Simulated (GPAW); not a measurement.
Write an ASE script for GPAW 26.7.0 that does the following.

```yaml
Task: band structure
Functional: BP86
Potentials_or_basis: PAW data sets generated in the run's folder for this functional
Cutoff: 600 eV
Basis: pw
k_mesh: 6 × 6 × 3
Occupations: fermi-dirac, width 0.05 eV
Spin: spin-orbit coupling, no magnetisation
Maxiter: 150
Band_path: GMKGALHA,LM,KH
Band_points: 60
spin_axis_theta_degrees: 0
spin_axis_phi_degrees: 0
Soc_after_scf: second variation
```

The structure of SnSe2 lies in SnSe2.xyz:

```xyz
3
Lattice="3.8110000000 0.0000000000 0.0000000000 -1.9055000000 3.3004228138 0.0000000000 0.0000000000 0.0000000000 6.1360000000" Properties=species:S:1:pos:R:3 pbc="T T T"
Sn     0.0000000000      0.0000000000      0.0000000000
Se     1.9055000002      1.1001409378      4.6081360000
Se    -0.0000000002      2.2002818760      1.5278640000
```

These files were run (other wordings do the same):

run.py

```python
import numpy as np
from ase.dft.bandgap import bandgap
from ase.io import read, write
from ase.units import GPa
from gpaw import GPAW, PW, setup_paths
from gpaw.spinorbit import soc_eigenstates

setup_paths.insert(0, '.')

atoms = read('SnSe2.xyz')

calc = GPAW(mode=PW(600),
            xc='GGA_X_B88+GGA_C_P86',
            kpts={'size': (6, 6, 3), 'gamma': True},
            occupations={'name': 'fermi-dirac', 'width': 0.05},
            nbands=24,
            convergence={'density': 1e-05, 'energy': 1e-05},
            maxiter=150,
            txt='gpaw.txt')
atoms.calc = calc
energy = atoms.get_potential_energy()
forces = atoms.get_forces()
stress = atoms.get_stress()
calc.write('gs.gpw')
write('result.traj', atoms)
print(f'Energy: {energy:.6f} eV')
print('Forces (eV/A):')
print(forces.round(4))
print('Stress (GPa):', (stress / GPa).round(3))
print('Fermi level:', round(calc.get_fermi_level(), 4), 'eV')
print(f'Gap: {bandgap(calc)[0]:.4f} eV, direct: {bandgap(calc, direct=True)[0]:.4f} eV')

path = atoms.cell.bandpath('GMKGALHA,LM,KH', npoints=60, eps=1e-4)
bs_calc = calc.fixed_density(kpts=path, symmetry='off', nbands=39,
                             convergence={'bands': 'CBM+6.0', 'eigenstates': 1e-6}, txt='bands.txt')
bs = bs_calc.band_structure()
bs.write('bs.json')
print(f'Gap on the path: {bandgap(bs_calc)[0]:.4f} eV')

soc = soc_eigenstates(bs_calc, theta=0, phi=0)
np.savetxt('soc_bands.dat', soc.eigenvalues(), fmt='%.4f')
mesh = soc_eigenstates('gs.gpw', theta=0, phi=0)
np.savetxt('soc_mesh.dat', mesh.eigenvalues(), fmt='%.4f')
print('Fermi level with spin-orbit coupling:', round(mesh.fermi_level, 4), 'eV')
```

Potentials or basis: PAW data sets generated in the run's folder for this functional, pw.

Command:

```console
$ gpaw-setup -f GGA_X_B88+GGA_C_P86 Se Sn
$ OMP_NUM_THREADS=1 python run.py
```

Results of the run:

| Item | Value |
| --- | --- |
| Pressure | 5.9 GPa |
| Largest force | 0.767 eV/Å |
| Band gap on the k mesh | 0.70 eV, indirect (least direct gap 0.98 eV) |
| Band gap along the path | 0.70 eV, indirect (least direct gap 0.98 eV) |

Caveat: spin-orbit coupling was added after a scalar SCF, so levels and gaps hold it while energy, forces, pressure and moments don't; this program's spin-orbit splittings come out too wide for heavy elements.

Wall time 85 s on 1 thread of Arm Neoverse V1 (shared host), peak memory 0.36 GiB.
